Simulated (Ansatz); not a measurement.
## Calculation log, TlCl (Pm-3m) (effective masses from band slopes)

Level of theory: LDA, all-electron LAPW in Ansatz 0.2.0, with spin-orbit coupling.

Cell and atoms were relaxed beforehand by PAW with this functional.

The run reads the converged density of an earlier one (folder ck) and solves the listed points alone.

Command:

```sh
ansatz run input.yaml --threads 1 --pin off --max-ram 3072MiB --backend cpu --events-out ev --progress --plain --runs-dir out
```

Input:

```yaml
crystal:
  lattice:
    - [3.6938912584, 0.0, 0.0]
    - [0.0, 3.6938912584, 0.0]
    - [0.0, 0.0, 3.6938912584]
  atoms:
    - { symbol: Tl, position: [0.0, 0.0, 0.0] }
    - { symbol: Cl, position: [0.5, 0.5, 0.5] }
kpoints:
  mp_grid: { grid: [6, 6, 6] }
scf:
  occupations: { method: fixed }
hamiltonian:
  xc: lda
  pseudopotentials: { kind: all_electron, lapw: { basis_error: 0.001 } }
magnetization:
  noncollinear: true
  spin_orbit: true
output:
  eigenstates:
    kpoints:
      - [-0.5, -0.5, -0.5]
      - [-0.497060495, -0.5, -0.5]
      - [-0.494120989, -0.5, -0.5]
      - [-0.488241979, -0.5, -0.5]
      - [-0.5, -0.497060495, -0.5]
      - [-0.5, -0.494120989, -0.5]
      - [-0.5, -0.488241979, -0.5]
      - [-0.5, -0.5, -0.497060495]
      - [-0.5, -0.5, -0.494120989]
      - [-0.5, -0.5, -0.488241979]
      - [-0.497921456, -0.497921456, -0.5]
      - [-0.495842912, -0.495842912, -0.5]
      # ... 47 further points ...
      - [0.006788497, 0.006788497, -0.493211503]
      - [0.001200048, 0.001200048, -0.502400096]
      - [0.002400096, 0.002400096, -0.504800192]
      - [0.004800192, 0.004800192, -0.509600384]
    de_dk: true
    e_range: [-3, 3.88357897916]
checkpoint:
  read: ck
  post_process_only: true
```

The program printed:

```
Warning: RAYON_NUM_THREADS=1 ignored (pool sized by the plan → 1); use --threads N
LAPW: plane waves up to 6.437 Å⁻¹, error target 1.0e-3 eV per atom; Dirac's equation on spinors; Cl in spheres of 1.455 Å, 15 of its electrons in bands; Tl in spheres of 1.744 Å, 35 of its electrons in bands (how accurate: ...
Engine: ansatz 0.2.0, aarch64-unknown-linux-gnu
Pseudopotentials: kind: all_electron
Pseudopotential: Tl, LAPW, valence charge 35, lapw/all_electron/dirac/gaussian/Tl, Dirac's equation, gaussian nucleus
Pseudopotential: Cl, LAPW, valence charge 15, lapw/all_electron/dirac/gaussian/Cl, Dirac's equation, gaussian nucleus
Functional definition: SPW92
  exchange = slater_x
  correlation = pw_c
non-collinear run that drives no moment, with spin-orbit: no starting moment large enough to seed its density (crystal.atoms[].spin), no starting occupations that ask for one, no magnetisation constraint and no magnetic field, so ...
Crystal: 2 atoms, lattice volume = 50.403 Å³
Basis set: ecut = 157.84978731969818 eV, 251 PW (Γ), exchange–correlation at level 2
Bands: 60, of which v1, the nominal top of the filled ones, is band 50 counted from 1 (49 counted from 0)
Symmetry: 48 space group operations + 48 with time reversal
Magnetic group: BNS 221.93 (UNI 1595), of the structure as read, at distance tolerance 3.7e-5 Å
k-points: 20 of 216
Non-local potential: Tl, projectors of the file, none
Non-local potential: Cl, projectors of the file, none
Initial density: read from a saved state, or passed on in memory by an earlier SCF of this step, an earlier step, the calling program or the single point that the run made first
Stability of the state it starts from, as read at its close in the noncollinear treatment: not read negative (Ritz values of 1 − χ₀K, real part plus size of imaginary part, from 0.99 to 0.99, by its mixing steps under the ...
Initial wavefunctions: plane waves of lowest kinetic energy (no species holds an atomic orbital)
Functional: x = slater, c = lda
NSCF: frozen V_eff on 20 k-points
SCF 1: post-processed at a frozen density
NSCF: frozen V_eff on 63 k-points
post-processed at a frozen density (a non-self-consistent diagonalisation pass)
Frozen density: held to its close (this run's Kohn–Sham map moves it by 0.648 times the closing residual that it is held to, a close tighter than 2.5e-8 e/Å³ being held as that figure; up to 4 times is held)
Magnetization: |M| = 0.0000 μB,  M = (+0.0000, +0.0000, +0.0000) μB
Absolute magnetization: 0.0000 μB (∫|m|)
  site 0: m = (+0.0000, +0.0000, +0.0000) μB, |m| = 0.0000 μB  (R = 1.74 Å)
  site 1: m = (+0.0000, +0.0000, +0.0000) μB, |m| = 0.0000 μB  (R = 1.46 Å)
Free energy (F): -564171.141718 eV
Harris-Foulkes:  -564171.141718 eV  (|F-HF|=1.05e-9)
Internal energy: -564171.141718 eV  (E = F + TS)
E sigma→0 (E₀):  -564171.141718 eV
Fermi energy:    9.765235 eV
--- Per-component energies (eV) ---
  E_band       = -3450.616974
  E_kinetic    = 651056.750791
  E_xc         = -10822.247023
  E_electrostatic = -1204405.645486  (all electrons and nuclei)
  E_smearing   = -0.000000  (= −TS)
  E_closure    = 0.000000  (closes the sum)
  Σ components = -564171.141718   (vs F -564171.141718, Δ=0.00e0)
```

The pass finished at the stored density.

Head of eigenstates.tsv:

```
# spin	ik	k_frac_1	k_frac_2	k_frac_3	k_cart_x_inv_ang	k_cart_y_inv_ang	k_cart_z_inv_ang	n_plane_waves	band	set	set_size	e_ev	residual_ev	de_dk_x_ev_times_ang	de_dk_y_ev_t
# format = ansatz-eigenstates/6
# source = listed_points
# n_kpoints = 63
# n_rows = 618
# density_source = read
# density_dr2_ev = 8.632862293552336e-13
# fermi_ev = 9.765235406520558e0
# fermi_mp_grid = 6 6 6
# fermi_mp_shift = 0 0 0
# fermi_n_kpoints = 20
# fermi_n_bands = 60
# fermi_largest_filled_residual_ev = 1.441126572407046e-5
# vbm_ev = 9.765235406520558e0
# cbm_ev = 1.0648814385680485e1
# band_edge_residuals_ev = 1.1397435941485804e-6 2.5803940377511265e-6
# n_electrons = 5e1
# occupation_method = fixed
# xc_rung = lda
# e_minus_fermi_range_ev = -3e0 3.88357897916e0
# overlap = augmented
# smooth_dims = 15 15 15
# scf_smooth_dims = 15 15 15
# fft_grid_basis = 1 0 0 0 1 0 0 0 1
# n_bands_solved = 68
# n_bands_printed_max = 60
# set_resolution_ev = 8.82834941408207e-6
# degenerate_levels = group_imposed
```

### Band extrema

Band extrema of a crystal from Kohn-Sham levels and slopes, searched on the fine mesh and refined; masses in electron masses from slopes a step away, negative for holes; Cartesian axes as in the input; principal masses of single bands.

| Item | Value |
| --- | --- |
| Fine mesh | 8, 8, 8 |
| Band gap | 0.8836 eV |
| Least direct gap on mesh | 1.389 eV |

| side | point | k a (r.l.u.) | k b (r.l.u.) | k c (r.l.u.) | valleys | level (eV over the valence top) | mass light (mₑ) | mass middle (mₑ) | mass heavy (mₑ) |
| --- | --- | --- | --- | --- | --- | --- | --- | --- | --- |
| conduction | R | -0.5 | -0.5 | -0.5 | 1 | 0.884 | 0.262 | 0.262 | 0.262 |
| conduction | X | 0 | 0 | -0.5 | 3 | 1.389 | 0.1182 | 0.2456 | 0.2456 |
| valence | X | 0 | 0 | -0.5 | 3 | 0 | -0.1553 | -0.4831 | -0.4831 |

Masses along directions:

Branches counted from each extremum; the finite step makes the lightest masses up to 3 per cent heavy, pairs averaged.

* Fine mesh: 8, 8, 8

```
      side  point  k a (r.l.u.)  k b (r.l.u.)  k c (r.l.u.)  direction  number  level from its edge (eV)  band mass (mₑ)
conduction      R          -0.5          -0.5          -0.5        100       1                         0           0.262
conduction      R          -0.5          -0.5          -0.5        010       1                         0           0.262
conduction      R          -0.5          -0.5          -0.5        001       1                         0           0.262
conduction      R          -0.5          -0.5          -0.5        110       1                         0          0.2621
conduction      R          -0.5          -0.5          -0.5        111       1                         0          0.2621
conduction      R          -0.5          -0.5          -0.5       11-2       1                         0          0.2621
conduction      X             0             0          -0.5        100       1                     0.505          0.2456
conduction      X             0             0          -0.5        010       1                     0.505          0.2456
conduction      X             0             0          -0.5        001       1                     0.505          0.1182
conduction      X             0             0          -0.5        110       1                     0.505          0.2456
conduction      X             0             0          -0.5        101       1                     0.505          0.1596
conduction      X             0             0          -0.5        111       1                     0.505          0.1807
conduction      X             0             0          -0.5       11-2       1                     0.505          0.1429
   valence      X             0             0          -0.5        100       1                         0         -0.4831
   valence      X             0             0          -0.5        010       1                         0         -0.4831
   valence      X             0             0          -0.5        001       1                         0         -0.1553
   valence      X             0             0          -0.5        110       1                         0         -0.4831
   valence      X             0             0          -0.5        101       1                         0         -0.2351
   valence      X             0             0          -0.5        111       1                         0         -0.2837
   valence      X             0             0          -0.5       11-2       1                         0         -0.2007
```

Keep in mind: semilocal gaps are low, and what follows the gap (onsets, screening, light masses) shifts with it.

Cost: 58 s on 1 thread of Arm Neoverse V2, with other jobs on the host, peak memory 0.41 GiB.
